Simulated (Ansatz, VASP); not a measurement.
**One calculation of Sn, two programs**

INCAR

```
ALGO = Normal
EDIFF = 1E-6
ENCUT = 520
GGA = PS
ISIF = 2
ISMEAR = 1
ISPIN = 2
LASPH = T
LCHARG = T
LELF = T
LORBIT = 11
LREAL = F
LVHAR = T
LWAVE = F
MAGMOM = 0.5 -0.5
NBANDS = 25
NELM = 150
PREC = Accurate
SIGMA = 0.025
```

Contents of KPOINTS:

```
k-points
0
Gamma
  7 7 7
```

Contents of POSCAR:

```
Sn
1.0
    0.0000000000      3.2333428000      3.2333428000
    3.2333428000      0.0000000000      3.2333428000
    3.2333428000      3.2333428000      0.0000000000
Sn
2
Direct
    0.7500000000      0.7500000000      0.7500000000
    0.5000000000      0.5000000000      0.5000000000
```

input.yaml

```yaml
crystal:
  lattice:
    - [0.0, 3.2333428, 3.2333428]
    - [3.2333428, 0.0, 3.2333428]
    - [3.2333428, 3.2333428, 0.0]
  atoms:
    - { symbol: Sn, position: [0.75, 0.75, 0.75], spin: 0.5 }
    - { symbol: Sn, position: [0.5, 0.5, 0.5], spin: -0.5 }
kpoints:
  mp_grid: { grid: [7, 7, 7] }
  band_path:
    path:
      - [0.0, 0.0, 0.0]
      - [0.5, 0.0, 0.5]
      - [0.5, 0.25, 0.75]
      - [0.375, 0.375, 0.75]
      - [0.0, 0.0, 0.0]
      - [0.5, 0.5, 0.5]
      - [0.625, 0.25, 0.625]
      - [0.5, 0.25, 0.75]
    npoints: 12
scf:
  occupations: { method: methfessel_paxton, width: 0.025 }
hamiltonian:
  xc: pbesol
  pseudopotentials:
    kind: all_electron
    lapw: { basis_error: 0.001 }
    dirac_shells: { Sn: ["3p", "3d"] }
magnetization:
  spin_polarized: true
output:
  forces: true
  stress: true
  eigenvalues: true
```

This isn't the form of Sn at room conditions, which is tetragonal (white tin).

Alike in both runs: functional PBEsol; k mesh 7 × 7 × 7; occupations methfessel-paxton of order 1, width 0.025 eV; collinear spin.

|  | VASP | Ansatz |
| --- | --- | --- |
| version | VASP 6.6.1 | Ansatz 0.2.0 |
| potentials or method | VASP PAW PBE potentials, release 64 (Sn_d) | all-electron LAPW, inner shells corrected to Dirac's equation |
| plane-wave cutoff (eV) | 520 | see its input |
| task | single point | band structure |

VASP gave:

- gap on the k mesh at the Fermi level (eV): none
- pressure (GPa): 1.5
- net moment per atom (μB): 0.00

Task: Estimate Ansatz's values.

Result: gap on the k mesh at the Fermi level (eV): none; pressure (GPa): 1.6; net moment per atom (μB): 0.00.

A gap of «none» marks a metal or a gap that the smearing closes. Ansatz ran all-electron here, so the differences hold the error of VASP's frozen core and of both bases.

Caveats: the PAW data sets were made with another functional, which shifts forces and pressure a little (VASP); spin-orbit coupling is left out, which moves the levels of the heavy elements (Ansatz); the starting moments weren't kept (Ansatz).
